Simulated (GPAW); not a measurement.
# Pd (P-1) in GPAW: single point with PBE

Aim: the single point of Pd with PBE.

Everything below comes from runs of GPAW 26.7.0. Logs are shortened: lines on timing, memory, paths and dates and some standing lists are left out, and cuts for length are marked. The log counts tension as positive stress, the text compression.

### 1 The cell of the first run

The typed cell holds 2 atoms: a = 2.784 Å, b = 2.784 Å, c = 4.629 Å, α = 90.00°, β = 90.00°, γ = 120.00°.

This isn't the form of Pd at room conditions, which is fcc.

### 2 Single point, PBE (atoms moved at random, drawn with an rms of 0.05 Å)

Contents of run.py:

```python
from ase.dft.bandgap import bandgap
from ase.io import read, write
from ase.units import GPa
from gpaw import GPAW, PW

atoms = read('Pd.xyz')

calc = GPAW(mode=PW(600),
            xc='PBE',
            kpts={'size': (11, 11, 6), 'gamma': True},
            occupations={'name': 'fermi-dirac', 'width': 0.05},
            nbands=29,
            convergence={'density': 1e-05, 'energy': 1e-05},
            maxiter=150,
            txt='gpaw.txt')
atoms.calc = calc
energy = atoms.get_potential_energy()
forces = atoms.get_forces()
stress = atoms.get_stress()
calc.write('gs.gpw')
write('result.traj', atoms)
print(f'Energy: {energy:.6f} eV')
print('Forces (eV/A):')
print(forces.round(4))
print('Stress (GPa):', (stress / GPa).round(3))
print('Fermi level:', round(calc.get_fermi_level(), 4), 'eV')
print(f'Gap: {bandgap(calc)[0]:.4f} eV, direct: {bandgap(calc, direct=True)[0]:.4f} eV')
```

Contents of Pd.xyz:

```xyz
2
Lattice="2.7836650458 0.0000000000 0.0000000000 -1.3918325229 2.4107246453 0.0000000000 0.0000000000 0.0000000000 4.6288930000" Properties=species:S:1:pos:R:3 pbc="T T T"
Pd    -0.0482687519      1.6674548441      1.1155215530
Pd     1.3843068844      0.8292579386      3.5120660992
```

Potentials or basis: GPAW PAW data sets (gpaw-data 1.2.1), pw.

The run is started by

```bash
$ OMP_NUM_THREADS=1 python run.py
```

gpaw.txt:

```text
__  _  _
 | _ |_)|_||  |
 |__||  | ||/\| - 26.7.0

Input parameters:
  mode=PW(ecut=600.0),
  convergence={'density': 1e-05, 'energy': 1e-05},
  kpts=MonkhorstPack(size=(11, 11, 6), gamma=True),
  maxiter=150,
  nbands=29,
  occupations=Occupations(name='fermi-dirac', width=0.05),
  xc=XC(name='PBE')

Diagonalizing LCAO Hamiltonian
Converting LCAO to pw mode

          Pd

        Pd

Atoms  # Å, Bohr magnetons
|   | symbol |         x |        y |        z |    initial magnetic moments |
|---|--------|-----------|----------|----------|-----------------------------|
| 0 |     Pd | -0.048269 | 1.667455 | 1.115522 | ( 0.0000,  0.0000,  0.0000) |
| 1 |     Pd |  1.384307 | 0.829258 | 3.512066 | ( 0.0000,  0.0000,  0.0000) |

Unit cell  # Å
| periodic |         x |        y |        z |  lengths |     angles |
|----------|-----------|----------|----------|----------|------------|
|      yes |  2.783665 | 0.000000 | 0.000000 | 2.783665 |  90.000000 |
|      yes | -1.391833 | 2.410725 | 0.000000 | 2.783665 |  90.000000 |
|      yes |  0.000000 | 0.000000 | 4.628893 | 4.628893 | 120.000000 |

Number of symmetries: 1
Symmetry operations  # r_c * U_cc + t_c -> r_c
|   | kind |            matrix            |
|---|------|------------------------------|
| 0 |  E   |  1, 0, 0,  0, 1, 0,  0, 0, 1 |

BZ-sampling:
  Number of BZ points: 726
  Number of IBZ points: 364

  Monkhorst-Pack size: [11, 11, 6]
  Monkhorst-Pack shift: [0.0, 0.0, 0.08333333333333333]

K-points  # in reciprocal-cell coordinates
|     |                                coordinates |     weight |
|-----|--------------------------------------------|------------|
|   0 | (  0.00000000,   0.00000000,   0.00000000) | 0.00137741 |
|   1 | (  0.00000000,   0.00000000,   0.16666667) | 0.00275482 |
|   2 | (  0.00000000,   0.00000000,   0.33333333) | 0.00275482 |
|   3 | (  0.00000000,   0.00000000,   0.50000000) | 0.00137741 |
|   4 | (  0.00000000,   0.09090909,  -0.33333333) | 0.00275482 |
|   5 | (  0.00000000,   0.09090909,  -0.16666667) | 0.00275482 |
|   6 | (  0.00000000,   0.09090909,   0.00000000) | 0.00275482 |
|   7 | (  0.00000000,   0.09090909,   0.16666667) | 0.00275482 |
|   8 | (  0.00000000,   0.09090909,   0.33333333) | 0.00275482 |
|   9 | (  0.00000000,   0.09090909,   0.50000000) | 0.00275482 |
| ... |                                            |            |
| 363 | (  0.45454545,   0.45454545,   0.50000000) | 0.00275482 |

Plane wave coefficients: 1061
Cutoff: 600.0 eV

Spin-components: 1 (collinear spins)
Bands:           29
Projectors:      12
Spin-degeneracy: 2
Datatype:        complex128

Parallelization:
  kpt:    1
  domain: 1
  band:   1

Density:
  Valence electrons: 32.0
  Components: 1
  Grid points: [16 16 27]
  Charge: 0.0  # |e|

Potential:
  Grid points: [16 16 27]

species:
  Pd:
    name:    Palladium
    Z:       46.0
    valence: 16
    core:    30
    charge:  0.0  # [|e|]
    compensation charges:
      type: gauss
      rc: 0.38  # [Å]
      lmax: 2
    cutoffs:
      filter: 2.38  # [Å]
      core: 2.28  # [Å]
    projectors
    | kind |    occ | energy [eV] | rcut [Å] |
    |------|--------|-------------|----------|
    |   5s |  0.000 |      -3.315 |    1.228 |
    |   4p |  6.000 |     -51.209 |    1.360 |
    |   5p |  0.000 |      -0.314 |    1.360 |
    |   4d | 10.000 |      -4.047 |    1.228 |
    |    s |        |      23.896 |    1.228 |
    |    d |        |      23.165 |    1.228 |

    Using partial waves for Pd as LCAO basis

Reference energy: -274454.981436  # eV

eigensolver:
  PPCG
  Converge bands: occupied
  niter=2

density mixing:
  MSR1-Mixer
  Pratt-step length: 0.05
  Maximum mixing coefficient: 0.75
  Old densities: 10
  SVD Regularization: 0.005
  Good broyden scale: 1.0
  Trust region scale: 1.0
  Backstep threshold: 4.0
  History deletion threshold: 6.0
  Fourier metric: weight=20.0, sigma=0.015

occupation numbers:
  Fermi-Dirac:
    width: 0.0500  # eV

poisson solver:
  ecut: 4800.0  # eV

xc functional:
  name: PBE with 2 nearest neighbor stencil

convergence criteria:
- Maximum integral of absolute [dens]ity change: 1e-05 electrons / valence electron
- Maximum [total energy] change in last 3 cyles: 1e-05 eV / valence electron
- Maximum integral of absolute [eigenst]ate change: 4e-08 eV^2 / valence electron
maximum number of iterations: 150

SCF iterations
|iter     | |      energy | eigst |  dens |
|---------|-|-------------|-------|-------|
|iter:   1| |   -9.608167 | +0.01 |       |
|iter:   2| |   -9.112979 | -2.38 | -0.97 |
|iter:   3| |   -7.669128 | -1.23 | -1.03 |
|iter:   4| |   -7.653972 | -3.11 | -1.99 |
|iter:   5| |   -7.649070 | -3.36 | -2.15 |
|iter:   6| |   -7.648936 | -5.23 | -2.87 |
|iter:   7| |   -7.648725 | -5.74 | -2.97 |
|iter:   8| |   -7.648728c| -6.93 | -3.94 |
|iter:   9| |   -7.648730c| -7.01 | -4.15 |
|iter:  10| |   -7.648730c| -8.28c| -5.39c|

Converged in 10 steps
Energy contributions relative to reference atoms: (reference = -274454.981436)

Energy contributions:
  Kinetic:          -7.910600
  Coulomb:          -1.719679
  Zero:             -0.322584
  External:          0.000000
  Xc:                2.328252
  Entropy:          -0.048238
  Spinorbit:         0.000000
  ----------------------------
  Free energy:      -7.672849
  Extrapolated:     -7.648730

dipole moment: (-0.296394, 0.457392, -0.005392)  # |e|*Ang

Fermi level: 8.686
Eigenvalues  # (at kpt = [0.000, 0.000, 0.000])
| band index |      eig [eV] | occ [0-2] |
|------------|---------------|-----------|
|          0 |       -41.165 |     2.000 |
|        ... |               |           |
|          9 |         6.113 |     2.000 |
|         10 |         6.151 |     2.000 |
|         11 |         6.431 |     2.000 |
|         12 |         6.463 |     2.000 |
|         13 |         7.042 |     2.000 |
|         14 |         7.216 |     2.000 |
|         15 |         8.369 |     1.996 |
|         16 |         8.538 |     1.901 |
|         17 |         9.645 |     0.000 |
|         18 |        15.293 |     0.000 |
|         19 |        25.902 |     0.000 |
|         20 |        27.687 |     0.000 |
|         21 |        28.345 |     0.000 |
|         22 |        31.109 |     0.000 |
|         23 |        31.396 |     0.000 |
|         24 |        32.840 |     0.000 |
|        ... |               |           |
|         28 |        34.319 |     0.000 |

No gap
No difference between direct/indirect transitions

Forces  # eV/Ang
|        x |        y |        z |
|----------|----------|----------|
|  0.03123 | -0.03168 |  0.66911 |  # Pd   0
| -0.03130 |  0.03168 | -0.66910 |  # Pd   1

Stress tensor  # eV/Ang^3
|         x |         y |         z |
|-----------|-----------|-----------|
|  0.008169 | -0.002661 | -0.001018 |
| -0.002661 |  0.003489 |  0.000935 |
| -0.001018 |  0.000935 |  0.001266 |

# Writing to gs.gpw (mode='')
```

Run time: 2.6 min. Hardware: 1 thread of Arm Neoverse V2, shared host; peak memory 0.37 GiB.

Results:

* Free energy: -7.6728 eV
* Pressure: -0.7 GPa
* Largest force: 0.671 eV/Å
* Band gap on the k mesh: none (metal or under the smearing width)

Forces on the atoms (eV/Å):
```
Pd   0.031 -0.032  0.669
Pd  -0.031  0.032 -0.669
```

Levels at points of the mesh, in eV from the Fermi level:
```tsv
k point	band 14	band 15	band 16	band 17	band 18	band 19
(0.00, 0.00, 0.00)	-1.64	-1.47	-0.32	-0.15	0.96	6.61
(0.00, 0.00, 0.50)	-2.52	-0.81	-0.73	-0.58	-0.55	13.18
```
